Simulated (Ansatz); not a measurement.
# BaZrO3 (Pm-3m) in Ansatz: a series of runs

Aim: see how the results for BaZrO3 move with the level of theory and the settings. Levels: HSE06, PBE0. Tasks: band structure.

Program: Ansatz 0.2.0. These are calculated values, not measurements. Logs are shortened: lines on timing, memory, paths and dates and some standing lists are left out, and cuts for length are marked.

## (1) The crystal as given

Symmetry: Pm-3m, No. 221, cubic system. Conventional cell: a = 4.191 Å, b = 4.191 Å, c = 4.191 Å, α = 90.00°, β = 90.00°, γ = 90.00°. Around Ba (site symmetry m-3m) lie 12 O at 2.96 Å. Zr (site symmetry m-3m) has 6 O at 2.10 Å as nearest neighbours. O (site symmetry 4/mmm) has 2 Zr at 2.10 Å as nearest neighbours.

## (2) Band structure, HSE06

The input, input:

```
crystal:
  lattice:
    - [4.19134, 0.0, 0.0]
    - [0.0, 4.19134, 0.0]
    - [0.0, 0.0, 4.19134]
  atoms:
    - { symbol: Ba, position: [0.0, 0.0, 0.0] }
    - { symbol: Zr, position: [0.5, 0.5, 0.5] }
    - { symbol: O, position: [0.5, 0.5, 0.0] }
    - { symbol: O, position: [0.5, 0.0, 0.5] }
    - { symbol: O, position: [0.0, 0.5, 0.5] }
hamiltonian:
  xc: hse06
  pseudopotentials: { kind: paw }
kpoints:
  mp_grid: { grid: [4, 4, 4] }
  band_path:
    path:
      - [[0.0, 0.0, 0.0], [0.0, 0.5, 0.0], [0.5, 0.5, 0.0], [0.0, 0.0, 0.0], [0.5, 0.5, 0.5], [0.0, 0.5, 0.0]]
      - [[0.5, 0.5, 0.0], [0.5, 0.5, 0.5]]
    npoints: 4
scf:
  occupations: { method: fermi_dirac, width: 0.05 }
  n_extra_bands: 12
output:
  forces: true
  stress: true
  eigenvalues: true
  fatbands: false
  write_density: true
  write_potential: true
  elf: true
  volumetric_format: npy
```

Potentials or basis: Ansatz PAW.

Output:

```text
Warning: output.stress: scf.convergence.dr2_threshold = 1e-7 eV (the SCF's general default) is looser than the 5e-10 eV advised for a printed stress (1e-10 eV for each atom of the cell: 5). What an SCF threshold leaves in a stress goes as its square root, and in the free energy as the threshold itself, and one threshold admits the most on a small cell: of the crystals measured, under no hybrid functional and no lock of the moments, on runs that ended without the residual-converged pass, on stresses that held no estimate of that error, the worst erred by over 100 MPa in a component at 1e-7 eV an atom and by under 5 at 1e-10. Set scf.convergence.dr2_threshold to 5e-10 eV or tighter. The threshold is an SCF's pass mark: one that does not reach it within its budget of iterations ends unconverged, or closes short of it on a stop that the run arms, and scf.convergence.dr2_threshold's page says what that costs each kind of run
Warning: output.stress: scf.exx.energy_threshold = 1e-6 eV is looser than the 5e-8 eV advised for a stress under a hybrid functional (1e-8 eV for each atom of the cell: 5). Every SCF of the exchange loop can meet its threshold on dr2 while the loop round them stops early: no threshold on dr2 bounds what that leaves in the stress. Set scf.exx.energy_threshold to 5e-8 eV or tighter. The threshold is the loop's pass mark: a loop that does not reach it within its budget of cycles ends unconverged, and scf.exx.energy_threshold's page has the law
scf.n_extra_bands = 12 over 20 filled bands (N_el = 40.0): the run solves 32 bands
GPUs: using 1 of 1 available (devices: 1).
Engine: ansatz 0.2.0, x86_64-unknown-linux-gnu
Pseudopotentials: kind: paw
Pseudopotential: Ba, paw, valence charge 10, recommended cutoff 420 eV (normal), Ba.paw.azcp
Pseudopotential: Zr, paw, valence charge 12, recommended cutoff 420 eV (normal), Zr.paw.azcp
Pseudopotential: O, paw, valence charge 6, recommended cutoff 420 eV (normal), O.paw.azcp
Functional definition: HSE06
  parameter a = 0.25
  parameter omega = 0.11/bohr
  exchange = pbe_x - a*pbe_x_sr(omega) + a*exact_x_sr(omega)
  correlation = pbe_c
device memory: the entry about to start is reckoned to put 0.7 GiB on a device that reports 62.1 GiB free (of which the cap on the GPU budget leaves the run 18.0 GiB)
GPU FFT provider: cuFFT
GPU libraries: cuBLAS 13.8.2, cuFFT 12.4.0, cuSOLVER 12.3.4
Crystal: 5 atoms, lattice volume = 73.631 Å³
Basis set: ecut = 420 eV, 1419 PW (Γ), exchange–correlation on 60×60×60 points (8 copies of the dense FFT grid, shifted against one another)
Bands: 32, of which v1, the nominal top of the filled ones, is band 20 counted from 1 (19 counted from 0)
Symmetry: 48 space group operations
Space group: Pm-3m (ITA 221), of the structure as read, at distance tolerance 4.2e-5 Å
k-points: 10 of 64
Non-local potential: Ba, projectors of the file, l = 0: 3, l = 1: 2, l = 2: 2, l = 3: 2
Non-local potential: Zr, projectors of the file, l = 0: 3, l = 1: 2, l = 2: 2, l = 3: 2
Non-local potential: O, projectors of the file, l = 0: 2, l = 1: 2, l = 2: 1
PAW form: soft (Blöchl's): semilocal exchange-correlation on the pseudo side does not see the compensation charge
PAW frozen core: Ba, regenerated for the run's functional, and the local potential with it (the file was generated under x = pbe(κ = 0.804, μ = 0.2195149727645171), c = pbe(β = 0.06672455060314922))
PAW frozen core: Zr, regenerated for the run's functional, and the local potential with it (the file was generated under x = pbe(κ = 0.804, μ = 0.2195149727645171), c = pbe(β = 0.06672455060314922))
PAW frozen core: O, regenerated for the run's functional, and the local potential with it (the file was generated under x = pbe(κ = 0.804, μ = 0.2195149727645171), c = pbe(β = 0.06672455060314922))
[... 47 lines left out ...]
hybrid outer 2: dexx = +4.319e-7 eV, tail = 9.30e-9 eV, Δε = 1.48e-3 eV (about 3.08e-5 eV left of the loop's levels)
device memory: the entry about to start is reckoned to put 0.6 GiB on a device that reports 69.3 GiB free (of which the cap on the GPU budget leaves the run 18.0 GiB)
NSCF: frozen V_eff on 26 k-points, pencils in batches of 32, up to order 144
hybrid SCF converged: 2 outer / 10 inner (+2 warm-up), last move |dexx| = 4.32e-7 eV, tail = 9.30e-9 eV
Stability not checked: this state was not tested for a lower state beside it, because the functional holds exact exchange (a hybrid, or Hartree-Fock), whose exchange loop this test does not read (fock_operator; see scf.lower_state_search)
Free energy (F): -11851.475982 eV
Frozen-core exchange: fock
Harris-Foulkes:  -11851.475982 eV  (|F-HF|=6.40e-10)
Internal energy: -11851.475982 eV  (E = F + TS)
E sigma→0 (E₀):  -11851.475982 eV
Fermi energy:    11.182210 eV
--- Per-component energies (eV) ---
  E_band       = -163.676389
  E_kinetic    = 1036.025755
  E_local      = -1935.683083  (includes V_loc(G=0)·N_el)
  E_nonlocal   = 270.682888
  E_hartree    = 687.247943
  E_xc         = -446.470847
  E_vxc        = -490.890122  (∫ρ·V_xc dr)
  E_exx        = -109.280922  (= α·E_x^exact, valence–valence)
  E_paw        = -8659.605729  (= ΣΔE_a)
  E_vpaw       = -199.753535  (= ΣTr[D̂ρ^β])
  E_aug_tail   = 0.007302  (compensation charges beyond the density's cutoff)
  E_ewald      = -2693.776990
  E_core_change = -0.622306  (= ΣΔE_core)
  E_smearing   = -0.000000  (= −TS)
  E_closure    = 0.000008  (closes the sum)
  Σ components = -11851.475982   (vs F -11851.475982, Δ=-1.82e-12)
--- Forces (eV/Å), atoms counted from 1 ---
  atom   1  Ba     0.00000000    -0.00000000    -0.00000000
  atom   2  Zr     0.00000000     0.00000000     0.00000000
  atom   3  O      0.00000000     0.00000000     0.00000000
  atom   4  O     -0.00000000     0.00000000     0.00000000
  atom   5  O      0.00000000    -0.00000000    -0.00000000
  max |Σ_I F_I| component: 7.47e-29 eV/Å
--- Stress (GPa, compression-positive) ---
        0.108380       0.000000      -0.000000
        0.000000       0.108380       0.000000
       -0.000000       0.000000       0.108380
  P = ⅓ Tr σ = 0.1084 GPa (1.084 kbar)
--- Band table (eV; the first three rows and the last of 10) ---
  k-point 0: bands = ["-41.0381", "-17.8312", "-17.8312", "-17.8312", "-17.7504", "-9.1363", "-8.8531", "-8.8531", "-1.8631", "-1.8631", "-1.8631", "7.1928", "7.1928", "7.1928", "7.7203", "7.7203", "7.7203", "8.5340", "8.5340", "8.5340", "13.5158", "13.5158", "13.5158", "15.0244", "15.0244", "16.3312", "17.9257", "17.9257", "19.1063", "19.1063", "19.1063", "22.1563"]
  k-point 1: bands = ["-41.0363", "-18.0805", "-17.8258", "-17.8258", "-17.6193", "-9.1872", "-8.8416", "-8.3655", "-1.8185", "-1.8185", "-1.7530", "6.0999", "7.0070", "7.0070", "7.2937", "7.2937", "7.3806", "7.4640", "8.3638", "8.3638", "13.7059", "14.7691", "14.7691", "15.9055", "15.9713", "17.5723", "17.9274", "18.4280", "19.3012", "19.3012", "19.5720", "21.9924"]
  k-point 2: bands = ["-41.0344", "-18.2468", "-17.8205", "-17.8205", "-17.5616", "-9.3031", "-8.8301", "-7.7615", "-1.7730", "-1.7730", "-1.6429", "4.7971", "6.7548", "6.7548", "6.9211", "6.9908", "6.9908", "7.0828", "8.2584", "8.2584", "13.9323", "16.2139", "16.2139", "16.9011", "17.1796", "17.8164", "17.9124", "19.1595", "19.1595", "19.3549", "20.6266", "22.0033"]
  k-point 9: bands = ["-41.0271", "-18.1138", "-18.1138", "-18.1138", "-17.5990", "-7.7859", "-7.7859", "-7.7859", "-2.4111", "-2.4111", "-2.4111", "4.7197", "4.7197", "4.9303", "6.1563", "6.1563", "6.1563", "8.8033", "8.8033", "8.8033", "16.4121", "16.4121", "16.4121", "17.6539", "17.6539", "17.6539", "19.8030", "19.8030", "21.1496", "21.7080", "21.7080", "21.7080"]
```

Wall time 39 s (1 × NVIDIA H100 80GB HBM3 with 2 threads of AMD EPYC 7R13 (Zen 3), shared host); peak memory 2.2 GiB.

Results:

* Free energy: -11851.4760 eV
* Pressure: 0.1 GPa
* Band gap on the k mesh: 4.71 eV, indirect (least direct gap 4.98 eV)
* Band gap along the path: 4.71 eV, indirect (least direct gap 4.98 eV)

Levels at the corners of the path, in eV from the valence-band top:
```csv
point,band 17,band 18,band 19,band 20,band 21,band 22,band 23,band 24
Γ,-1.08,-0.27,-0.27,-0.27,4.71,4.71,4.71,6.22
X,-1.81,-1.72,-0.54,-0.54,5.13,7.41,7.41,8.10
M,-0.98,-0.98,-0.95,-0.05,7.39,7.39,8.19,8.22
Γ,-1.08,-0.27,-0.27,-0.27,4.71,4.71,4.71,6.22
R,-2.65,0.00,0.00,0.00,7.61,7.61,7.61,8.85
X,-1.81,-1.72,-0.54,-0.54,5.13,7.41,7.41,8.10
M,-0.98,-0.98,-0.95,-0.05,7.39,7.39,8.19,8.22
R,-2.65,0.00,0.00,0.00,7.61,7.61,7.61,8.85
```

Caveat: the pressure holds a Pulay correction of +0.4 GPa for the finite cutoff; spin-orbit coupling is left out, which moves the levels of the heavy elements; the PAW data sets come from PBE, with cores solved anew for the run's functional, which leaves a small shift of forces and pressure; the thresholds are loose for stress.

## (3) Band structure, PBE0

input, as its differences from that of step 2:

```diff
@@ -12,3 +12,3 @@
 hamiltonian:
-  xc: hse06
+  xc: pbe0
   pseudopotentials: { kind: paw }
```

Potentials or basis: Ansatz PAW.

Run time: 40 s. Hardware: 1 × NVIDIA H100 80GB HBM3 with 2 threads of AMD EPYC 7R13 (Zen 3), shared host; peak memory 2.2 GiB.

It converged, with:

```
Free energy             : -11850.4490 eV
Pressure                : 0.1 GPa
Band gap on the k mesh  : 5.47 eV, indirect (least direct gap 5.73 eV)
Band gap along the path : 5.47 eV, indirect (least direct gap 5.73 eV)
```

Levels at the corners of the path, in eV from the valence-band top:
| point | band 16 | band 17 | band 18 | band 19 | band 20 | band 21 | band 22 | band 23 | band 24 | band 25 |
| --- | --- | --- | --- | --- | --- | --- | --- | --- | --- | --- |
| Γ | -1.08 | -1.08 | -0.26 | -0.26 | -0.26 | 5.47 | 5.47 | 5.47 | 6.96 | 6.96 |
| X | -1.83 | -1.83 | -1.74 | -0.54 | -0.54 | 5.89 | 8.19 | 8.19 | 8.86 | 9.13 |
| M | -2.51 | -0.98 | -0.98 | -0.96 | -0.05 | 8.17 | 8.17 | 8.96 | 9.00 | 10.34 |
| Γ | -1.08 | -1.08 | -0.26 | -0.26 | -0.26 | 5.47 | 5.47 | 5.47 | 6.96 | 6.96 |
| R | -2.66 | -2.66 | 0.00 | 0.00 | 0.00 | 8.36 | 8.36 | 8.36 | 9.64 | 9.64 |
| X | -1.83 | -1.83 | -1.74 | -0.54 | -0.54 | 5.89 | 8.19 | 8.19 | 8.86 | 9.13 |
| M | -2.51 | -0.98 | -0.98 | -0.96 | -0.05 | 8.17 | 8.17 | 8.96 | 9.00 | 10.34 |
| R | -2.66 | -2.66 | 0.00 | 0.00 | 0.00 | 8.36 | 8.36 | 8.36 | 9.64 | 9.64 |

Caveat: the pressure holds a Pulay correction of +0.4 GPa for the finite cutoff; spin-orbit coupling is left out, which moves the levels of the heavy elements; the PAW data sets come from PBE, with cores solved anew for the run's functional, which leaves a small shift of forces and pressure; the thresholds are loose for stress.
